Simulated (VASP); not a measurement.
# Si (Fd-3m) in VASP: a series of runs, part 2 of 2

VASP 6.6.1.

### 3 Relaxation of cell and atoms, r2SCAN

This run uses another cell than the first one, of 20.12 Å³/atom, 0.998 times its volume.

POSCAR

```
Si
1.0
    0.0000000000      2.7200000000      2.7200000000
    2.7200000000      0.0000000000      2.7200000000
    2.7200000000      2.7200000000      0.0000000000
Si
2
Direct
    0.0000000000      0.0000000000      0.0000000000
    0.2500000000      0.2500000000      0.2500000000
```

INCAR.step1

```
SYSTEM = Si
PREC = Accurate
ENCUT = 600
ISMEAR = 0
SIGMA = 0.02
LREAL = .False.
LASPH = .True.
NELM = 100
GGA = PE
ALGO = Normal
EDIFF = 1E-4
LWAVE = .True.
LCHARG = .False.
```

INCAR.step2

```
SYSTEM = Si
PREC = Accurate
ENCUT = 600
EDIFF = 1E-6
ISMEAR = 0
SIGMA = 0.02
LREAL = .False.
LASPH = .True.
NELM = 100
ALGO = Normal
ISIF = 3
LWAVE = .False.
LCHARG = .False.
METAGGA = R2SCAN
LMIXTAU = .True.
IBRION = 2
NSW = 100
EDIFFG = -0.002
ISTART = 1
```

KPOINTS

```
regular mesh
0
Gamma
  10 10 10
  0 0 0
```

Potentials or basis: VASP PAW PBE potentials, release 64 (Si).

Command:

```
$ cat potpaw_PBE.64/Si/POTCAR > POTCAR
$ cp INCAR.step1 INCAR
$ mpirun -np 1 vasp_std > vasp.out
$ cp INCAR.step2 INCAR
$ mpirun -np 1 vasp_std > vasp.out
```

OUTCAR:

```text
SYSTEM = Si
   PREC = Accurate
   ENCUT = 600
   EDIFF = 1E-6
   ISMEAR = 0
   LREAL = .False.
   LASPH = .True.
   NELM = 100
   ISIF = 3
   METAGGA = R2SCAN
   IBRION = 2
   NSW = 100
   EDIFFG = -0.002
   ISTART = 1

 ion  position               nearest neighbor table
   1  0.000  0.000  0.000-   2 2.36   2 2.36   2 2.36   2 2.36
   2  0.250  0.250  0.250-   1 2.36   1 2.36   1 2.36   1 2.36

  LATTYP: Found a face centered cubic cell.
 ALAT       =     5.4400000000

  Lattice vectors:

 A1 = (   0.0000000000,   2.7200000000,   2.7200000000)
 A2 = (   2.7200000000,   0.0000000000,   2.7200000000)
 A3 = (   2.7200000000,   2.7200000000,   0.0000000000)

Analysis of symmetry for initial positions (statically):
=====================================================================
 Subroutine PRICEL returns:
 Original cell was already a primitive cell.

 Routine SETGRP: Setting up the symmetry group for a
 face centered cubic supercell.

 Subroutine GETGRP returns: Found 48 space group operations
 (whereof 24 operations were pure point group operations)
 out of a pool of 48 trial point group operations.

The static configuration has the point symmetry T_d .
 The point group associated with its full space group is O_h .

Analysis of symmetry for dynamics (positions and initial velocities):
=====================================================================
 Subroutine PRICEL returns:
 Original cell was already a primitive cell.

 Routine SETGRP: Setting up the symmetry group for a
 face centered cubic supercell.

 Subroutine GETGRP returns: Found 48 space group operations
 (whereof 24 operations were pure point group operations)
 out of a pool of 48 trial point group operations.

The dynamic configuration has the point symmetry T_d .
 The point group associated with its full space group is O_h .

 Subroutine INISYM returns: Found 48 space group operations
 (whereof 24 operations are pure point group operations),
 and found     1 'primitive' translations

[... 119 lines left out ...]
   METAGGA = R2SCAN    functional components
   LHFCALC =     F    Hartree Fock is set to
   AEXX    =    0.0000 exact exchange contribution
   IVDW    =     0    specifies the selected vdW correction
   LEPSILON=     F    determine dielectric tensor
   LRPA    =     F    only Hartree local field effects (RPA)
 conjugate gradient relaxation of ions
 non-spin polarized calculation
 Gauss-broadening in eV      SIGMA  =   0.02
  energy-cutoff  :      600.00
  volume of cell :       40.25
 maximum number of plane-waves:      1363
   NGX = 15   NGY = 15   NGZ = 15

 number of electron       8.0000000 magnetization

 Free energy of the ion-electron system (eV)
  ---------------------------------------------------
  ext. energy  EPLUGINS =         0.00000000
  ---------------------------------------------------
  free energy    TOTEN  =       -17.54959109 eV

  energy without entropy =      -17.54959109  energy(sigma->0) =      -17.54959109

 E-fermi :   5.8023     XC(G=0):  -9.8346

 val. band max:        5.6857176348   @ k =   0.0000   0.0000   0.0000
 cond. band min:       6.4748921337   @ k =   0.4000   0.4000   0.0000
 fundamental gap:      0.7891744989
 Fermi energy:         5.8022722795

 k-point     1 :       0.0000    0.0000    0.0000
  band No.  band energies     occupation
      1      -6.8039      2.00000
      2       5.6857      2.00000
      3       5.6857      2.00000
      4       5.6857      2.00000
      5       8.4418      0.00000
      6       8.4418      0.00000
      7       8.4418      0.00000
      8       9.6116      0.00000
[... 243 lines left out ...]
 k-point    24 :       0.4000    0.3000    0.0000
  band No.  band energies     occupation
      1      -4.5368      2.00000
      2       0.0643      2.00000
      3       2.7068      2.00000
      4       3.1277      2.00000
      5       6.9513      0.00000
      6       8.2070      0.00000
      7      13.1327      0.00000
      8      13.2202      0.00000

 [... further k-points ...]

------------------------ aborting loop because EDIFF is reached ----------------------------------------

  FORCE on cell =-STRESS in cart. coord.  units (eV):
  Direction    XX          YY          ZZ          XY          YZ          ZX
  --------------------------------------------------------------------------------------
  -------------------------------------------------------------------------------------
  Total       -0.0027642     -0.0027642     -0.0027642      0.0000000      0.0000000      0.0000000
  in kB       -0.1100399     -0.1100399     -0.1100399      0.0000000      0.0000000      0.0000000
  external PRESSURE =      -0.1100399 kB  Pullay stress =       0.0000000 kB

 VOLUME and BASIS-vectors are now :
 -----------------------------------------------------------------------------
  energy-cutoff  :      600.00
  volume of cell :       40.25
      direct lattice vectors                 reciprocal lattice vectors
     0.000000000  2.720000000  2.720000000    -0.183823529  0.183823529  0.183823529
     2.720000000  0.000000000  2.720000000     0.183823529 -0.183823529  0.183823529
     2.720000000  2.720000000  0.000000000     0.183823529  0.183823529 -0.183823529

 POSITION                                       TOTAL-FORCE (eV/Angst)
 -----------------------------------------------------------------------------------
      0.00000      0.00000      0.00000        -0.000000      0.000000     -0.000000
      1.36000      1.36000      1.36000         0.000000     -0.000000      0.000000
 -----------------------------------------------------------------------------------
    total drift:                               -0.000000     -0.000000      0.000000

  FREE ENERGIE OF THE ION-ELECTRON SYSTEM (eV)
  ---------------------------------------------------
  free  energy   TOTEN  =       -17.5495910877 eV

  energy  without entropy=      -17.5495910877  energy(sigma->0) =      -17.54959109

 reached required accuracy - stopping structural energy minimisation
```

It took 34 s on 1 thread of Intel Xeon Platinum 8488C (Sapphire Rapids), shared host; peak memory 0.17 GiB.

What came out:

- Free energy: -17.5496 eV
- Pressure after relaxing: 0.0 GPa
- Band gap on the k mesh: 0.79 eV, indirect (least direct gap 2.76 eV)

Final structure:
```xyz
2
Lattice="0.0000 2.7200 2.7200 2.7200 0.0000 2.7200 2.7200 2.7200 0.0000" Properties=species:S:1:pos:R:3 pbc="T T T"
Si    0.0000    0.0000    0.0000
Si    1.3600    1.3600    1.3600
```

Levels at points of the mesh, in eV from the valence-band top:
```csv
k point,band 1,band 2,band 3,band 4,band 5,band 6,band 7,band 8
"(0.00, 0.00, 0.00)",-12.49,0.00,0.00,0.00,2.76,2.76,2.76,3.93
"(0.50, 0.00, 0.00)",-10.05,-7.24,-1.27,-1.27,1.87,3.59,3.59,8.33
"(0.50, 0.50, 0.00)",-8.14,-8.14,-3.00,-3.00,0.93,0.93,10.84,10.84
```

Caveat: the relaxation stopped at its first step, so nothing moved; the PAW data sets were made with another functional, which shifts forces and pressure a little. r2SCAN opens gaps a little over a GGA but as a rule still falls short of measured ones.

### 4 Single point, r2SCAN

POSCAR

```
Si
1.0
    0.0000000000      2.7221160933      2.7221160933
    2.7221160933      0.0000000000      2.7221160933
    2.7221160933      2.7221160933      0.0000000000
Si
2
Direct
    0.0000000000      0.0000000000      0.0000000000
    0.2500000000      0.2500000000      0.2500000000
```

INCAR.step1

```
SYSTEM = Si
  PREC = Accurate
  ENCUT = 520
  ISMEAR = 0
  SIGMA = 0.02
  LREAL = .False.
  LASPH = .True.
  NELM = 100
  NBANDS = 11
  GGA = PE
  ALGO = Normal
  EDIFF = 1E-4
  LWAVE = .True.
  LCHARG = .False.
```

INCAR.step2

```
SYSTEM = Si
  PREC = Accurate
  ENCUT = 520
  EDIFF = 1E-7
  ISMEAR = 0
  SIGMA = 0.02
  LREAL = .False.
  LASPH = .True.
  NELM = 100
  ALGO = Normal
  ISIF = 2
  LWAVE = .False.
  LCHARG = .False.
  METAGGA = R2SCAN
  LMIXTAU = .True.
  NBANDS = 11
  ISTART = 1
```

KPOINTS

```
Automatic mesh
0
Gamma
  8 8 8
  0 0 0
```

Command:

```
$ cat potpaw_PBE.64/Si/POTCAR > POTCAR
$ cp INCAR.step1 INCAR
$ mpirun -np 1 vasp_std > vasp.out
$ cp INCAR.step2 INCAR
$ mpirun -np 1 vasp_std > vasp.out
```

Run time: 38 s. Hardware: 1 thread of Intel Xeon Platinum 8488C (Sapphire Rapids), shared host; peak memory 0.16 GiB.

The run converged. Its results:

```yaml
Free_energy: -17.5471 eV
Pressure: -0.2 GPa
Band_gap_on_the_k_mesh: 0.83 eV, indirect (least direct gap 2.75 eV)
```

Levels at points of the mesh, in eV from the valence-band top:
```tsv
k point	band 2	band 3	band 4	band 5	band 6	band 7
(0.00, 0.00, 0.00)	0.00	0.00	0.00	2.75	2.75	2.75
(0.50, 0.00, 0.00)	-7.23	-1.27	-1.27	1.86	3.59	3.59
(0.50, 0.50, 0.00)	-8.13	-2.99	-2.99	0.93	0.93	10.81
```

Caveat: the PAW data sets were made with another functional, which shifts forces and pressure a little. A k mesh can miss the band edges.

### 5 The runs side by side

| task | cell | k mesh | cutoff (eV) | gap on the mesh (eV) | pressure (GPa) |
| --- | --- | --- | --- | --- | --- |
| single point | Fd-3m, 20.17 Å³/atom | 10 × 10 × 10 | 520 | 0.79 | -0.2 |
| relaxation of cell and atoms | relaxed | 10 × 10 × 10 | 600 | 0.79 | 0.0 |
| single point | Fd-3m, 20.17 Å³/atom | 8 × 8 × 8 | 520 | 0.83 | -0.2 |

Alike in all rows: level r2SCAN; potentials or basis VASP PAW PBE potentials, release 64 (Si); no spin polarisation; smearing gaussian 0.02 eV.

Caveats: the PAW data sets were made with another functional, which shifts forces and pressure a little; the relaxation stopped at its first step, so nothing moved (some runs).

Total energies depend on the potentials used, so only differences within one code and one set of settings carry meaning.
